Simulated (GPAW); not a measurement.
Write an ASE script for GPAW 26.7.0 that does the following.

* Task: G0W0 quasiparticle levels
* Functional: LDA
* Potentials or basis: the program's PAW data sets (release 1.2.1) made for this functional
* Cutoff: 600 eV
* Basis: pw
* k mesh: 4 × 4 × 4
* Occupations: fermi-dirac, width 0.001 eV
* Spin: no spin polarisation
* Response ecut: 100 eV
* Frequency: ppa
* Extrapolate: yes
* Qp bands: 2
* Integrate gamma: WS
* Maxiter: 150
* Vertex: none
* All k: no
* Response bands: 70
* Symmetry: point_group=False

MgO2:

```
Mg O
1.0
     1.60476    0.92651    3.49398
    -1.60476    0.92651    3.49398
     0.00000   -1.85302    3.49398
Mg O
1 2
Direct
  0.00000 0.00000 0.00000
  0.57121 0.57121 0.57121
  0.42879 0.42879 0.42879
```

The cell comes from a database or a generator and needn't be the stable form of this composition.

The input as run:

run.py

```python
import json
import numpy as np
from ase import Atoms
from ase.dft.bandgap import bandgap
from ase.io import write
from gpaw import GPAW, PW
from gpaw.response.g0w0 import G0W0

atoms = Atoms(['Mg', 'O', 'O'],
              cell=[[1.604761016, 0.9265092046, 3.4939788749],
                    [-1.604761016, 0.9265092046, 3.4939788749],
                    [0.0, -1.8530184092, 3.4939788749]],
              scaled_positions=[[0.0, 0.0, 0.0],
                                [0.571214, 0.571214, 0.571214],
                                [0.428786, 0.428786, 0.428786]],
              pbc=True)

calc = GPAW(mode=PW(600),
            xc='LDA',
            kpts={'size': (4, 4, 4), 'gamma': True},
            occupations={'name': 'fermi-dirac', 'width': 0.001},
            nbands=21,
            convergence={'density': 1e-06},
            symmetry={'point_group': False},
            maxiter=150,
            txt='gpaw.txt')
atoms.calc = calc
energy = atoms.get_potential_energy()
calc.write('gs.gpw')
write('result.traj', atoms)
print(f'Energy: {energy:.6f} eV')
print('Fermi level:', round(calc.get_fermi_level(), 4), 'eV')
print(f'Gap: {bandgap(calc)[0]:.4f} eV, direct: {bandgap(calc, direct=True)[0]:.4f} eV')

calc.diagonalize_full_hamiltonian(nbands=74)
calc.write('full.gpw', mode='all')

ibz = calc.get_ibz_k_points()
gap, vbm, cbm = bandgap(calc, output=None)
gap, direct, _ = bandgap(calc, direct=True, output=None)
gamma = int(np.abs(ibz).sum(1).argmin())
kpts = sorted({gamma, vbm[1], cbm[1], direct[1]})
gw = G0W0(calc='full.gpw',
          filename='gw',
          ecut=100,
          ecut_extrapolation=True,
          relbands=(-2, 2),
          kpts=kpts,
          integrate_gamma='WS',
          ppa=True)
gw.calculate()
results = {mode: {key: np.asarray(r[key]).tolist() for key in ['f', 'eps', 'vxc', 'exx', 'sigma', 'Z', 'qp', 'sigma_eskn']}
           for mode, r in gw.all_results.items()}
json.dump({'kpts': ibz[kpts].tolist(), 'results': results}, open('gw.json', 'w'))
for mode, r in results.items():
    f, qp = np.array(r['f']), np.array(r['qp'])
    print(mode, 'quasiparticle energies (eV):')
    print(qp.round(3))
    print(mode, 'gap:', round(qp[f < 0.5].min() - qp[f > 0.5].max(), 4), 'eV')
```

Potentials or basis: the program's PAW data sets (release 1.2.1) made for this functional, pw.

Launch:

```console
$ OMP_NUM_THREADS=1 python run.py
```

Results of the run:

```
Band gap on the k mesh, mean-field level : 2.19 eV, direct
Quasiparticle gap                        : 5.23 eV
Least direct quasiparticle gap           : 5.23 eV
```

Caveat: the k mesh is coarse (spacing up to 0.58 Å⁻¹), so the values aren't converged; the extrapolation in the response cutoff is poor; the quasiparticle gap is taken among the few k points that were corrected; the long-wavelength limit can be off by a per cent or two.

It took 8 min on 1 thread of Arm Neoverse V1 (shared host), peak memory 0.46 GiB.
